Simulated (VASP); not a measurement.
# Rh (P6_3/mmc) in VASP: notebook

The runs below take Rh through relaxation of cell and atoms, single point, with PBEsol.

All numbers are computed with VASP 6.6.1; they aren't measurements. Logs are shortened: lines on timing, memory, paths and dates and some standing lists are left out, and cuts for length are marked.

**1. The structure**

It takes space group P6_3/mmc (No. 194, hexagonal). The conventional cell has a = 2.692 Å, b = 2.692 Å, c = 4.397 Å, α = 90.00°, β = 90.00°, γ = 120.00°. Rh (site symmetry -6m2) is surrounded by 12 Rh at 2.69 Å.

This isn't the form of Rh at room conditions, which is fcc.

**2. Relaxation of cell and atoms, PBEsol**

Input file INCAR:

```
PREC = Accurate
ENCUT = 600
EDIFF = 1E-7
ISMEAR = 0
SIGMA = 0.1
LREAL = F
LASPH = T
NELM = 60
ALGO = Normal
ISIF = 3
LWAVE = F
LCHARG = F
GGA = PS
IBRION = 2
NSW = 90
EDIFFG = -0.005
```

Input file KPOINTS:

```
Automatic mesh
0
Gamma
  6 6 4
```

Input file POSCAR:

```
Rh
1.0
    2.6923490400      0.0000000000      0.0000000000
   -1.3461745200      2.3316426600      0.0000000000
    0.0000000000      0.0000000000      4.3966059800
Rh
2
Direct
    0.3333333300      0.6666666700      0.2500000000
    0.6666666700      0.3333333300      0.7500000000
```

Potentials or basis: VASP PAW PBE potentials, release 64 (Rh_pv).

Started as:

```console
$ cat potpaw_PBE.64/Rh_pv/POTCAR > POTCAR
$ mpirun -np 1 vasp_std > vasp.out
```

OUTCAR:

```text
PREC = Accurate
   ENCUT = 600
   EDIFF = 1E-7
   ISMEAR = 0
   LREAL = F
   LASPH = T
   NELM = 60
   ISIF = 3
   GGA = PS
   IBRION = 2
   NSW = 90
   EDIFFG = -0.005

 ion  position               nearest neighbor table
   1  0.333  0.667  0.250-   2 2.69   2 2.69   2 2.69   2 2.69   2 2.69   2 2.69
   2  0.667  0.333  0.750-   1 2.69   1 2.69   1 2.69   1 2.69   1 2.69   1 2.69

  LATTYP: Found a hexagonal cell.
 ALAT       =     2.6923490400
 C/A-ratio  =     1.6329999991

  Lattice vectors:

 A1 = (   2.6923490400,   0.0000000000,   0.0000000000)
 A2 = (  -1.3461745200,   2.3316426600,   0.0000000000)
 A3 = (   0.0000000000,   0.0000000000,   4.3966059800)

Analysis of symmetry for initial positions (statically):
=====================================================================
 Subroutine PRICEL returns:
 Original cell was already a primitive cell.

 Routine SETGRP: Setting up the symmetry group for a
 hexagonal supercell.

 Subroutine GETGRP returns: Found 24 space group operations
 (whereof 12 operations were pure point group operations)
 out of a pool of 24 trial point group operations.

The static configuration has the point symmetry D_3d.
 The point group associated with its full space group is D_6h.

Analysis of symmetry for dynamics (positions and initial velocities):
=====================================================================
 Subroutine PRICEL returns:
 Original cell was already a primitive cell.

 Routine SETGRP: Setting up the symmetry group for a
 hexagonal supercell.

 Subroutine GETGRP returns: Found 24 space group operations
 (whereof 12 operations were pure point group operations)
 out of a pool of 24 trial point group operations.

The dynamic configuration has the point symmetry D_3d.
 The point group associated with its full space group is D_6h.

 Subroutine INISYM returns: Found 24 space group operations
 (whereof 12 operations are pure point group operations),
 and found     1 'primitive' translations

----------------------------------------------------------------------------------------

                                     Primitive cell

  volume of cell :      27.6001

  direct lattice vectors                    reciprocal lattice vectors
     2.692349040  0.000000000  0.000000000     0.371422867  0.214441093  0.000000000
    -1.346174520  2.331642660  0.000000000     0.000000000  0.428882186  0.000000000
     0.000000000  0.000000000  4.396605980     0.000000000  0.000000000  0.227448174

  length of vectors
     2.692349040  2.692349036  4.396605980     0.428882185  0.428882186  0.227448174

  position of ions in fractional coordinates (direct lattice)
     0.333333330  0.666666670  0.250000000
     0.666666670  0.333333330  0.750000000

  ion indices of the primitive-cell ions
   primitive index   ion index
                 1           1
                 2           2

----------------------------------------------------------------------------------------

 KPOINTS: Automatic mesh

Automatic generation of k-mesh.
 Grid dimensions read from file:
 generate k-points for:    6    6    4

 Generating k-lattice:

  Cartesian coordinates                     Fractional coordinates (reciprocal lattice)
     0.061903811  0.035740182  0.000000000     0.166666667  0.000000000  0.000000000
     0.000000000  0.071480364  0.000000000     0.000000000  0.166666667  0.000000000
     0.000000000  0.000000000  0.056862043     0.000000000  0.000000000  0.250000000

  Length of vectors
     0.071480364  0.071480364  0.056862043

  Shift w.r.t. Gamma in fractional coordinates (k-lattice)
     0.000000000  0.000000000  0.000000000

 Subroutine IBZKPT returns following result:
 ===========================================

 Found     21 irreducible k-points:

 Following reciprocal coordinates:
            Coordinates               Weight
  0.000000  0.000000  0.000000      1.000000
  0.166667  0.000000  0.000000      6.000000
  0.333333  0.000000  0.000000      6.000000
  0.500000  0.000000  0.000000      3.000000
  0.166667  0.166667  0.000000      6.000000
  0.333333  0.166667  0.000000     12.000000
[... 13 lines left out ...]
  0.333333  0.166667  0.500000     12.000000
  0.333333  0.333333  0.500000      2.000000
   k-points           NKPTS =     21   k-points in BZ     NKDIM =     21   number of bands    NBANDS=     19
   number of dos      NEDOS =    301   number of ions     NIONS =      2
   total plane-waves  NPLWV =  20736
   dimension x,y,z NGX =    24 NGY =   24 NGZ =   36
   dimension x,y,z NGXF=    48 NGYF=   48 NGZF=   72
   ions per type =               2
   NGX,Y,Z   is equivalent  to a cutoff of  14.82, 14.82, 13.61 a.u.
   NGXF,Y,Z  is equivalent  to a cutoff of  29.64, 29.64, 27.22 a.u.
 SYSTEM =  unknown system
   PREC   = accura    normal or accurate (medium, high low for compatibility)
   ISTART =      0    job   : 0-new  1-cont  2-samecut
   ICHARG =      2    charge: 1-file 2-atom 10-const
   ISPIN  =      1    spin polarized calculation?
   LNONCOLLINEAR =      F non collinear calculations
   LSORBIT =      F    spin-orbit coupling
   LASPH  =      T    aspherical Exc in radial PAW
   ENCUT  =  600.0 eV  44.10 Ry    6.64 a.u.   5.38  5.38  8.78*2*pi/ulx,y,z
   NELM   =     60;   NELMIN=  2; NELMDL= -5     # of ELM steps
   EDIFF  = 0.1E-06   stopping-criterion for ELM
   LREAL  =      F    real-space projection
   EDIFFG = -.5E-02   stopping-criterion for IOM
   NSW    =     90    number of steps for IOM
   IBRION =      2    ionic relax: 0-MD 1-quasi-New 2-CG
   NFREE  =      1    steps in history (QN), initial steepest desc. (CG)
   ISIF   =      3    stress and relaxation
   ISYM   =      2    0-nonsym 1-usesym 2-fastsym
   POTIM  = 0.5000    time-step for ionic-motion
   TEBEG  =    0.0;   TEEND  =   0.0 temperature during run
   PSTRESS=    0.0 pullay stress
   NELECT =      30.0000    total number of electrons
   NUPDOWN=      -1.0000    fix difference up-down
   EMIN   =  10.00;   EMAX   =-10.00  energy-range for DOS
   EFERMI =   0.00;   METHOD = LEGACY
   ISMEAR =     0;   SIGMA  =   0.10  broadening in eV -4-tet -1-fermi 0-gaus
   EFERMI_NEDOS =   21; number of points for ismear=-14 and -15
   IALGO  =     38    algorithm
   IMIX   =      4    mixing-type and parameters
     AMIX     =   0.40;   BMIX     =  1.00
     AMIX_MAG =   1.60;   BMIX_MAG =  1.00
  volume/ion in A,a.u.               =      13.80        93.13
  Fermi-wavevector in a.u.,A,eV,Ry     =   1.683236  3.180854 38.549150  2.833283
  Thomas-Fermi vector in A             =   2.766473
   LORBIT       =      0    0 simple, 1 ext, 2 COOP (PROOUT), +10 PAW based schemes
   GGA     = PS    functional components
   LHFCALC =     F    Hartree Fock is set to
   AEXX    =    0.0000 exact exchange contribution
   IVDW    =     0    specifies the selected vdW correction
   LEPSILON=     F    determine dielectric tensor
   LRPA    =     F    only Hartree local field effects (RPA)
 conjugate gradient relaxation of ions
 non-spin polarized calculation
 Gauss-broadening in eV      SIGMA  =   0.10
  energy-cutoff  :      600.00
  volume of cell :       27.60
 maximum number of plane-waves:       954
 NGX is ok and might be reduce to    24
   NGX = 11   NGY = 11   NGZ = 17

--------------------------------------- Ionic step        1  -------------------------------------------

 number of electron      30.0000002 magnetization

 Free energy of the ion-electron system (eV)
  ---------------------------------------------------
  ext. energy  EPLUGINS =         0.00000000
  ---------------------------------------------------
  free energy    TOTEN  =       -16.16119309 eV

  energy without entropy =      -16.14926066  energy(sigma->0) =      -16.15522688

------------------------ aborting loop because EDIFF is reached ----------------------------------------

  FORCE on cell =-STRESS in cart. coord.  units (eV):
  Direction    XX          YY          ZZ          XY          YZ          ZX
  --------------------------------------------------------------------------------------
  -------------------------------------------------------------------------------------
  Total       -0.4112558     -0.4112558     -1.8001309      0.0000000      0.0000000     -0.0000000
  in kB      -23.8732616    -23.8732615   -104.4969892      0.0000000      0.0000000     -0.0000000
  external PRESSURE =     -50.7478374 kB  Pullay stress =       0.0000000 kB

 VOLUME and BASIS-vectors are now :
 -----------------------------------------------------------------------------
  energy-cutoff  :      600.00
  volume of cell :       27.60
      direct lattice vectors                 reciprocal lattice vectors
     2.692349040  0.000000000  0.000000000     0.371422867  0.214441093  0.000000000
    -1.346174520  2.331642660  0.000000000     0.000000000  0.428882186  0.000000000
     0.000000000  0.000000000  4.396605980     0.000000000  0.000000000  0.227448174
[... 181 lines left out ...]
 POSITION                                       TOTAL-FORCE (eV/Angst)
 -----------------------------------------------------------------------------------
     -0.00000      1.55735      1.07479        -0.000000     -0.000000      0.000000
      1.34870      0.77867      3.22437         0.000000      0.000000      0.000000
 -----------------------------------------------------------------------------------
    total drift:                               -0.000005      0.000003     -0.000000

  FREE ENERGIE OF THE ION-ELECTRON SYSTEM (eV)
  ---------------------------------------------------
  free  energy   TOTEN  =       -16.1803248666 eV

  energy  without entropy=      -16.1666178527  energy(sigma->0) =      -16.17347136

--------------------------------------- Ionic step        7  -------------------------------------------

 number of electron      29.9999997 magnetization

 Free energy of the ion-electron system (eV)
  ---------------------------------------------------
  ext. energy  EPLUGINS =         0.00000000
  ---------------------------------------------------
  free energy    TOTEN  =       -16.18034178 eV

  energy without entropy =      -16.16666012  energy(sigma->0) =      -16.17350095

 E-fermi :  12.0002     XC(G=0): -14.3076

 val. band max:       11.9532408583   @ k =   0.1667   0.1667   0.0000
 cond. band min:      12.0244727925   @ k =   0.3333   0.0000   0.5000
 fundamental gap:      0.0712319342
 Fermi energy:        12.0002331366

 k-point     1 :       0.0000    0.0000    0.0000
  band No.  band energies     occupation
      1     -35.1745      2.00000
      2     -34.4311      2.00000
      3     -34.4311      2.00000
      4     -34.3555      2.00000
      5     -34.3089      2.00000
      6     -34.3089      2.00000
[... 11 lines left out ...]
     18      12.8781      0.00000
     19      21.0435      0.00000
[... 460 lines left out ...]
 POSITION                                       TOTAL-FORCE (eV/Angst)
 -----------------------------------------------------------------------------------
     -0.00000      1.55753      1.07534         0.000000     -0.000000      0.000000
      1.34886      0.77876      3.22602        -0.000000      0.000000      0.000000
 -----------------------------------------------------------------------------------
    total drift:                               -0.000005      0.000003     -0.000000

  FREE ENERGIE OF THE ION-ELECTRON SYSTEM (eV)
  ---------------------------------------------------
  free  energy   TOTEN  =       -16.1803417849 eV

  energy  without entropy=      -16.1666601192  energy(sigma->0) =      -16.17350095

 reached required accuracy - stopping structural energy minimisation
```

Wall time 28 s (1 thread of Intel Xeon 6975P-C (Granite Rapids), shared host); peak memory 0.17 GiB.

Results:

| Quantity | Value |
| --- | --- |
| Free energy | -16.1803 eV |
| Relaxed volume | 13.55 Å³/atom |
| Relaxed cell | a = 2.698 Å, b = 2.698 Å, c = 4.301 Å, α = 90.00°, β = 90.00°, γ = 120.00° |
| Space group after relaxing (to 0.05 Å) | P6_3/mmc (No. 194) |
| Energy gained by relaxing | 9.6 meV/atom |
| Ionic steps | 7 |
| Pressure after relaxing | 0.0 GPa |
| Band gap on the k mesh | none (metal or under the smearing width) |

The path:
```csv
step,energy change (eV),largest force (eV/Å),pressure (GPa),volume (Å³)
1,0.0000,0.0000,-5.07,27.60
2,0.0404,0.0000,15.53,25.88
3,-0.0159,0.0000,1.28,26.99
4,-0.0183,0.0000,-0.80,27.19
5,-0.0191,0.0000,-0.13,27.12
6,-0.0191,0.0000,0.22,27.09
7,-0.0191,0.0000,0.00,27.11
```

Final structure:
```
Rh
1.0
     2.69771    0.00000    0.00000
    -1.34886    2.33629    0.00000
     0.00000    0.00000    4.30135
Rh
2
Cartesian
  0.0000 1.5575 1.0753
  1.3489 0.7788 3.2260
```

Caveat: the k mesh is coarse (spacing up to 0.45 Å⁻¹), so the values aren't converged; the PAW data sets were made with another functional, which shifts forces and pressure a little.

**3. Single point, PBEsol**

Input file INCAR:

```
ALGO = Normal ; EDIFF = 1E-6
ENCUT = 520 ; GGA = PS
ISIF = 2 ; ISMEAR = 0
LASPH = T ; LCHARG = T
LELF = T ; LREAL = F
LVHAR = T ; LWAVE = F
NELM = 60 ; PREC = Accurate
SIGMA = 0.1
```

Input file KPOINTS:

```
k-points
0
Gamma
  18 18 10
```

POSCAR is that of step 2.

Potentials or basis: VASP PAW PBE potentials, release 64 (Rh_pv).

Started as:

```console
$ cat potpaw_PBE.64/Rh_pv/POTCAR > POTCAR
$ mpirun -np 1 vasp_std > vasp.out
```

Run time: 33 s. Hardware: 1 thread of Intel Xeon 6975P-C (Granite Rapids), shared host; peak memory 0.21 GiB.

The run converged. Its results:

```
Free energy            : -16.1932 eV
Pressure               : -5.2 GPa
Band gap on the k mesh : none (metal or under the smearing width)
```

Stress tensor (GPa, compression positive):
```
-3.91  0.00  0.00
 0.00 -3.91  0.00
 0.00  0.00 -7.78
```

Levels at points of the mesh, in eV from the Fermi level:
```csv
k point,band 12,band 13,band 14,band 15,band 16,band 17,band 18,band 19
"(0.00, 0.00, 0.00)",-2.53,-2.53,-1.85,-1.85,0.14,0.14,0.55,8.40
"(0.50, 0.00, 0.00)",-2.29,-2.16,0.48,0.60,0.77,3.01,5.11,10.23
"(0.00, 0.00, 0.50)",-3.12,-3.12,-3.12,-0.44,-0.44,-0.44,-0.44,14.69
"(0.50, 0.00, 0.50)",-1.64,-0.33,-0.33,0.65,0.65,2.62,2.62,9.28
```

Caveat: the PAW data sets were made with another functional, which shifts forces and pressure a little.
